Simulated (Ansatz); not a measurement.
# Sr: a Sr atom hops into a vacancy

One Sr atom is taken out of a 2×2×2 supercell of Sr. How high is the barrier for its neighbour Sr5, 4.32 Å away, to move into the hole? The program relaxes both ends, then the band.

Program: Ansatz 0.2.0. Level of theory: DFT PBE, plane waves, PAW, scalar-relativistic, no spin polarisation. These are calculated values, not measurements.

### Step 1. The starting structure

The cell holds 7 atoms (Sr7): a = 8.713 Å, b = 8.713 Å, c = 8.713 Å, α = 60.00°, β = 60.00°, γ = 60.00°.

The empty site lies at (3.10, 3.08, 0.04) Å, and Sr5 starts at (3.09, 6.16, 3.07) Å. All atoms were shaken by about 0.02 Å to break the symmetry.

Structure file:

```
CELL_PARAMETERS angstrom
0.00000 6.16111 6.16111
6.16111 0.00000 6.16111
6.16111 6.16111 0.00000
ATOMIC_POSITIONS crystal
Sr 0.00179 0.00318 0.99784
Sr 0.00160 0.49767 0.00315
Sr 0.99795 0.50396 0.50112
Sr 0.50127 0.00260 0.99704
Sr 0.49834 0.00016 0.50137
Sr 0.50398 0.49785 0.99659
Sr 0.49796 0.49746 0.50440
```

### Step 2. Nudged elastic band

crystal.atoms is the first end and neb.final_atoms the second, which differs in Sr5 alone.

File input.yaml:

```yaml
crystal:
  lattice:
    - [0.0, 6.1611081, 6.1611081]
    - [6.1611081, 0.0, 6.1611081]
    - [6.1611081, 6.1611081, 0.0]
  atoms:
    - { symbol: Sr, position: [0.00179479, 0.00317929, -0.00216271] }
    - { symbol: Sr, position: [0.00159761, 0.49767218, 0.00314526] }
    - { symbol: Sr, position: [-0.00204733, 0.50395541, 0.50112323] }
    - { symbol: Sr, position: [0.50126522, 0.0025959, -0.00296082] }
    - { symbol: Sr, position: [0.49833509, 0.00016078, 0.50137383] }
    - { symbol: Sr, position: [0.50397737, 0.49785332, -0.00340677] }
    - { symbol: Sr, position: [0.49795663, 0.49746081, 0.5043957] }
kpoints:
  mp_grid: { grid: [2, 2, 2] }
magnetization:
  spin_polarized: false
scf:
  occupations: { method: gaussian, width: 0.1 }
hamiltonian:
  pseudopotentials: { kind: paw }
  xc: pbe
basis:
  ecutwfc: 420
neb:
  images: 3
  relax_end_points: true
  climbing: true
  f_tol: 0.1
  max_iterations: 40
  order_check: false
  final_atoms:
    - { symbol: Sr, position: [0.00179479, 0.00317929, -0.00216271] }
    - { symbol: Sr, position: [0.00159761, 0.49767218, 0.00314526] }
    - { symbol: Sr, position: [-0.00204733, 0.50395541, 0.50112323] }
    - { symbol: Sr, position: [0.50126522, 0.0025959, -0.00296082] }
    - { symbol: Sr, position: [0.00187021, 0.00403433, 0.49833719] }
    - { symbol: Sr, position: [0.50397737, 0.49785332, -0.00340677] }
    - { symbol: Sr, position: [0.49795663, 0.49746081, 0.5043957] }
```

Command:

```
> ansatz run input.yaml --threads 4 --pin off --max-ram 8192MiB --backend cpu --events-out ev --progress --plain --runs-dir out
```

What it wrote (excerpt; [...] marks lines left out):

```text
Warning: neb: disabling space-group detection — the band's intermediate images generally break the endpoint symmetry, so no spatial operation reduces the k-mesh or symmetrises the density, except that a semilocal band can use its path's symmetry ahead of convergence; time reversal is [...]
Warning: RAYON_NUM_THREADS=4 ignored (pool sized by the plan → 4); use --threads N
[...]
Pseudopotentials: kind: paw
Pseudopotential: Sr, paw, valence charge 10, recommended cutoff 420 eV (normal), Sr.paw.azcp
Functional definition: PBE
[...]
parallel-image band execution: 3 concurrent image workers
NEB image 0
Crystal: 7 atoms, lattice volume = 467.742 Å³
Basis set: ecut = 420 eV, 9185 PW (Γ), exchange–correlation on 120×120×120 points (8 copies of the dense FFT grid, shifted against one another)
Bands: 42, of which v1, the nominal top of the filled ones, is band 35 counted from 1 (34 counted from 0)
Symmetry: 1 space group operations
k-points: 8
[...]
SCF iter   1: F=—  HF=-24808.750639 eV  |F-HF|=—  |Δ(HF+E_count)|=         —  Δρ=1.15e-3  dr2=2.09e-2  ethr=1.77e-3  ⟨swp⟩=14.8  Hψ=1910  notcnv=0
[...]
NSCF: frozen V_eff on 8 k-points
NEB image 4
[...]
NSCF: frozen V_eff on 8 k-points
NEB end point (image 0): max|allowed force component| = 8.020e-2 eV/Å (the criterion of neb.relax_end_points is 2.000e-2)
NEB end point (image 4): max|allowed force component| = 7.599e-2 eV/Å (the criterion of neb.relax_end_points is 2.000e-2)
NEB image 0, for its relaxation
[...]
NEB image 0, for its relaxation
[...]
NEB image 0, for its relaxation
[...]
NEB image 0
[...]
SCF iter   2: F=-24808.757926 eV  HF=-24808.757926 eV  |F-HF|=4.87e-10  |Δ(HF+E_count)|=   1.12e-6  Δρ=4.06e-7  dr2=2.55e-9  ethr=6.21e-12  ⟨swp⟩=3.0  Hψ=860  notcnv=0
[...]
NSCF: frozen V_eff on 8 k-points
NEB end point (image 0): relaxed in 16 SCF iterations, 0.004366 eV lower, largest move of an atom 0.038 Å; not tested for a saddle point
NEB image 4, for its relaxation
```

### Step 3. More of the same log

Output, continued (excerpt; [...] marks lines left out):

```text
[...]
SCF iter   1: F=—  HF=-24808.753240 eV  |F-HF|=—  |Δ(HF+E_count)|=         —  Δρ=1.86e-6  dr2=2.63e-8  ethr=3.84e-11  ⟨swp⟩=1.0  Hψ=1278  notcnv=0
[...]
NEB image 4, for its relaxation
[...]
NEB image 4, for its relaxation
[...]
NEB image 4
[...]
NSCF: frozen V_eff on 8 k-points
NEB end point (image 4): relaxed in 15 SCF iterations, 0.004685 eV lower, largest move of an atom 0.039 Å; not tested for a saddle point
NEB image 1
[...]
NEB image 2
[...]
NEB image 3
[...]
NEB iter   1: max|band force component| = 5.174e-1 eV/Å  barrier→ = 0.6794 eV  barrier← = 0.6794 eV  Δτ_max = 0.1934 Å  (46 SCF iters)
NEB image 1
[...]
NEB image 2
[...]
NEB image 3
[...]
SCF iter   4: F=—  HF=-24808.605856 eV  |F-HF|=—  |Δ(HF+E_count)|=   1.01e-4  Δρ=7.45e-5  dr2=5.61e-5  ethr=2.69e-7  ⟨swp⟩=2.9  Hψ=595  notcnv=0
```

### Step 4. More of the same log

The log, continued (excerpt; [...] marks lines left out):

```text
SCF iter   5: F=—  HF=-24808.606261 eV  |F-HF|=—  |Δ(HF+E_count)|=   4.05e-4  Δρ=5.93e-5  dr2=2.24e-5  ethr=8.01e-8  ⟨swp⟩=2.0  Hψ=562  notcnv=0
[...]
NEB iter   2: max|band force component| = 2.893e-1 eV/Å  barrier→ = 0.3216 eV  barrier← = 0.3216 eV  CI = image 2  Δτ_max = 0.1979 Å  (24 SCF iters)
[...]
NEB iter   3: max|band force component| = 9.997e-2 eV/Å  barrier→ = 0.1549 eV  barrier← = 0.1549 eV  CI = image 2  Δτ_max = 0.0919 Å  (26 SCF iters)
[...]
NEB iter   4: max|band force component| = 9.532e-2 eV/Å  barrier→ = 0.1334 eV  barrier← = 0.1334 eV  CI = image 2  Δτ_max = 0.0000 Å  (7 SCF iters)
SCF converged after 7 iterations
Free energy (F): -24808.624505 eV
[...]
E sigma→0 (E₀):  -24808.602492 eV
Entropy (-TS):   -0.044026 eV (-6.289 meV/atom)
Fermi energy:    3.663736 eV
[...]
--- Forces (eV/Å), atoms counted from 1 ---
[...]
  *   2    2.2748      0.133420                          1.701e-2
      3    3.4299      0.037440                          9.516e-2
      4    4.5497      0.000001                                 —
  climbing-image geometry (image 2):
  cell:  # Å, volume = 467.7421 Å³
    - [0.0, 6.1611081, 6.1611081]
    - [6.1611081, 0.0, 6.1611081]
    - [6.1611081, 6.1611081, 0.0]
  atoms:
    - { symbol: Sr, position: [-0.03686567003419986, 0.025000302590329235, 0.051122348522582836] }
    - { symbol: Sr, position: [0.023650900690607046, 0.5004707623947231, 0.0002149780346012431] }
    - { symbol: Sr, position: [-0.037733384981636364, 0.5527351650847776, 0.5243808523562921] }
    - { symbol: Sr, position: [0.5389285611739175, -0.02388551276315587, -0.0515882553281376] }
    - { symbol: Sr, position: [0.25066033663106246, 0.000930698888875231, 0.4997644064174488] }
    - { symbol: Sr, position: [0.4776807175020637, 0.5004520346271333, 0.00022617959703202795] }
    - { symbol: Sr, position: [0.5383254790181851, 0.4491110141773176, 0.47586889040018043] }
```

Run time: 34 s. Hardware: 4 threads of Arm Neoverse V2, shared host; peak memory 1.3 GiB.

### Step 5. The band, image by image

Images 0 and 4 are the ends. Energies count from image 0; the path length is the program's own measure over all atoms.

| image | path (Å) | energy (eV) | Sr5 x y z (Å) | band force (eV/Å) |
| --- | --- | --- | --- | --- |
| 0 | 0.000 | 0.0000 | 3.08 6.15 3.08 | - |
| 1 | 1.120 | 0.0374 | 3.08 5.46 2.39 | 0.095 |
| 2* | 2.275 | 0.1334 | 3.08 4.62 1.55 | 0.017 |
| 3 | 3.430 | 0.0374 | 3.09 3.79 0.72 | 0.095 |
| 4 | 4.550 | 0.0000 | 3.09 3.09 0.03 | - |

The star marks the climbing image.

image, energy (eV) and a bar:
```
        0      0.000 
        1      0.037 ########
        2      0.133 ##############################
        3      0.037 ########
        4      0.000
```

The top of the band by iteration:

| iteration | highest image above image 0 (eV) | largest band force (eV/Å) |
| --- | --- | --- |
| 1 | 0.6794 | 0.517 |
| 2 | 0.3216 | 0.289 |
| 3 | 0.1549 | 0.100 |
| 4 | 0.1334 | 0.095 |

Positions of all images (Å):

```xyz
7
Lattice="0.000 6.161 6.161 6.161 0.000 6.161 6.161 6.161 0.000" Properties=species:S:1:pos:R:3 pbc="T T T" image=0 dE=0.0000
Sr    0.002    0.001    0.007
Sr    3.085    0.022    3.078
Sr    6.183    3.084    3.094
Sr   -0.013    3.085    3.090
Sr    3.084    6.149    3.081
Sr    3.084    3.085    6.166
Sr    6.166    6.167    6.164
7
Lattice="0.000 6.161 6.161 6.161 0.000 6.161 6.161 6.161 0.000" Properties=species:S:1:pos:R:3 pbc="T T T" image=1 dE=0.0374
Sr    0.317    0.035   -0.074
Sr    3.085    0.134    3.203
Sr    6.491    3.001    3.123
Sr   -0.320    3.003    3.122
Sr    3.085    5.458    2.387
Sr    3.085    2.994    6.075
Sr    5.851    6.197    6.085
7
Lattice="0.000 6.161 6.161 6.161 0.000 6.161 6.161 6.161 0.000" Properties=species:S:1:pos:R:3 pbc="T T T" image=2 dE=0.1334
Sr    0.469    0.088   -0.073
Sr    3.085    0.147    3.229
Sr    6.636    2.998    3.173
Sr   -0.465    3.003    3.173
Sr    3.085    4.623    1.550
Sr    3.085    2.944    6.026
Sr    5.699    6.249    6.084
7
Lattice="0.000 6.161 6.161 6.161 0.000 6.161 6.161 6.161 0.000" Properties=species:S:1:pos:R:3 pbc="T T T" image=3 dE=0.0374
Sr    0.317    0.086   -0.016
Sr    3.085    0.097    3.182
Sr    6.492    3.044    3.172
Sr   -0.317    3.056    3.173
Sr    3.085    3.786    0.717
Sr    3.085    2.968    6.043
Sr    5.849    6.247    6.133
7
Lattice="0.000 6.161 6.161 6.161 0.000 6.161 6.161 6.161 0.000" Properties=species:S:1:pos:R:3 pbc="T T T" image=4 dE=0.0000
Sr    0.002    0.004    0.023
Sr    3.086    0.005    3.092
Sr    6.184    3.068    3.093
Sr   -0.005    3.091    3.092
Sr    3.086    3.092    0.026
Sr    3.084    3.088    6.160
Sr    6.159    6.165    6.159
```

### Step 6. Outcome

| quantity | value |
| --- | --- |
| relaxation of the ends | 0.004 eV lower, moves up to 0.04 Å; 0.005 eV lower, moves up to 0.04 Å |
| barrier forwards | 0.13 eV |
| barrier backwards | 0.13 eV |
| second end relative to first | 0.000 eV |
| highest image | 2 of 0 to 4, climbing |
| band iterations | 4 |

**Reading.** Along this path the system climbs 0.13 eV from the first end (5 kT at 300 K); with a typical attempt rate of 10^13 per second that is roughly 10^11 events a second. Both ends agree in energy to 1 meV. The input switches the test of curvatures off, so the top was not shown to be a first-order saddle. The top still moved by 21 meV in the last iteration, which bounds the digits to trust. In 7 atoms the vacancy feels its images, and neither cell size nor mesh was tested.
